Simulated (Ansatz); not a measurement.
**Molecular dynamics of ZrO2**

Input file:

```yaml
crystal:
  lattice:
    - [-3.659198, -3.659198, 0.0]
    - [3.659198, -3.659198, 0.0]
    - [0.0, 0.0, 5.31083]
  atoms:
    - { symbol: Zr, position: [0.5, 0.5, 0.0] }
    - { symbol: Zr, position: [0.0, 0.5, 0.5] }
    - { symbol: O, position: [0.25, 0.25, 0.3017749] }
    - { symbol: O, position: [0.25, 0.25, 0.8017749] }
    - { symbol: O, position: [0.25, 0.75, 0.6982251] }
    - { symbol: O, position: [0.25, 0.75, 0.1982251] }
    - { symbol: Zr, position: [0.0, 0.0, 0.0] }
    - { symbol: Zr, position: [0.5, 0.0, 0.5] }
    - { symbol: O, position: [0.75, 0.75, 0.3017749] }
    - { symbol: O, position: [0.75, 0.75, 0.8017749] }
    - { symbol: O, position: [0.75, 0.25, 0.6982251] }
    - { symbol: O, position: [0.75, 0.25, 0.1982251] }
basis:
  ecutwfc: 420.0
kpoints:
  mp_grid: { grid: [2, 2, 2] }
hamiltonian:
  xc: pbesol
  pseudopotentials: { kind: paw, azcp: { folder: soft_1 } }
scf:
  occupations: { method: fermi_dirac, width: 0.36 }
  lower_state_search: "off"
md:
  timestep: 1.5
  n_steps: 600
  ensemble: nvt_langevin
  temperature: 300.0
  initial_velocities: maxwell_boltzmann
  seed: 666805
  friction: 0.02
  temperature_schedule: [{ n_steps: 600, end_temperature: 4200.0 }]
```

Command:

```bash
$ ansatz run input.yaml --threads 1 --pin off --max-ram 3072MiB --backend cpu --events-out ev --progress --plain --runs-dir out
```

It starts from an unrelaxed structure (largest force component 0.33 eV/Å).

Output, in part (step lines):

```
md step     0: t =     0.00 fs  T =   275.0 K (target 300.0 K)  F+E_penalty+E_count = -21022.42552910 eV  E_kin = 0.426558 eV  (9 SCF iters)
md step     1: t =     1.50 fs  T =   221.1 K (target 303.2 K)  F+E_penalty+E_count = -21022.43006010 eV  E_kin = 0.342882 eV  (7 SCF iters)
md step     2: t =     3.00 fs  T =   194.5 K (target 309.8 K)  F+E_penalty+E_count = -21022.42666474 eV  E_kin = 0.301663 eV  (7 SCF iters)
md step     3: t =     4.50 fs  T =   225.7 K (target 316.2 K)  F+E_penalty+E_count = -21022.41705782 eV  E_kin = 0.350129 eV  (7 SCF iters)
md step     4: t =     6.00 fs  T =   206.1 K (target 322.8 K)  F+E_penalty+E_count = -21022.40101036 eV  E_kin = 0.319682 eV  (7 SCF iters)
md step     5: t =     7.50 fs  T =   244.4 K (target 329.2 K)  F+E_penalty+E_count = -21022.38060367 eV  E_kin = 0.379053 eV  (6 SCF iters)
md step     6: t =     9.00 fs  T =   230.2 K (target 335.8 K)  F+E_penalty+E_count = -21022.35726798 eV  E_kin = 0.357054 eV  (6 SCF iters)
md step     7: t =    10.50 fs  T =   227.1 K (target 342.2 K)  F+E_penalty+E_count = -21022.33403656 eV  E_kin = 0.352293 eV  (5 SCF iters)
[... lines left out ...]
md step   599: t =   898.50 fs  T =  3712.5 K (target 4190.2 K)  F+E_penalty+E_count = -21018.49482385 eV  E_kin = 5.758546 eV  (7 SCF iters)
md step   600: t =   900.00 fs  T =  3608.7 K (target 4196.8 K)  F+E_penalty+E_count = -21018.60411516 eV  E_kin = 5.597504 eV  (9 SCF iters)
```

The steps, from the saved trajectory:

```tsv
time (fs)	T (K)	potential energy less start (eV)
0	275	0.000
31.5	388	0.164
63	381	0.496
94.5	640	0.807
126	657	1.439
157.5	1031	1.121
189	1049	0.980
220.5	1079	1.089
252	1308	1.595
283.5	2078	1.546
315	1243	3.074
346.5	1727	3.187
378	2365	2.729
409.5	2927	2.379
441	1735	4.308
472.5	1625	3.856
504	1471	3.258
535.5	2147	2.789
567	2267	2.648
598.5	2456	2.994
630	2610	2.324
661.5	2985	1.729
693	3615	3.968
724.5	2710	5.103
756	4023	2.654
787.5	3657	3.214
819	2154	5.390
850.5	2816	6.646
882	4000	3.787
```

All steps were run. The schedule's set-point averaged 3225 K over the second half and the system 2852 K. A run of 0.9 ps of so small a system gives no equilibrium averages. Limits of this set-up: coarse k mesh, PAW files made for another functional.

Mean squared displacements from the first frame to the last, about the centre of mass: Zr 0.10 Å², O 0.20 Å².

Last frame:

```xyz
12
Lattice="-3.6592 -3.6592 0.0000 3.6592 -3.6592 0.0000 0.0000 0.0000 5.3108" Properties=species:S:1:pos:R:3
Zr 0.018 -4.158 -0.982
Zr 1.982 -2.208 1.708
O -0.199 -2.468 0.197
O 0.543 -2.389 2.935
O 2.001 -4.477 2.330
O 1.877 -4.409 -0.199
Zr -0.174 -0.788 -1.361
Zr -2.121 -2.569 1.249
O -0.193 -5.721 0.554
O -0.386 -6.253 3.060
O -1.244 -3.919 2.578
O -2.019 -4.233 -0.495
```

Run time: 62 min on 1 thread of Intel(R) Xeon(R) Processor @ 2.50GHz (Skylake/Cascade Lake), with other jobs on the host, peak memory 0.55 GiB.
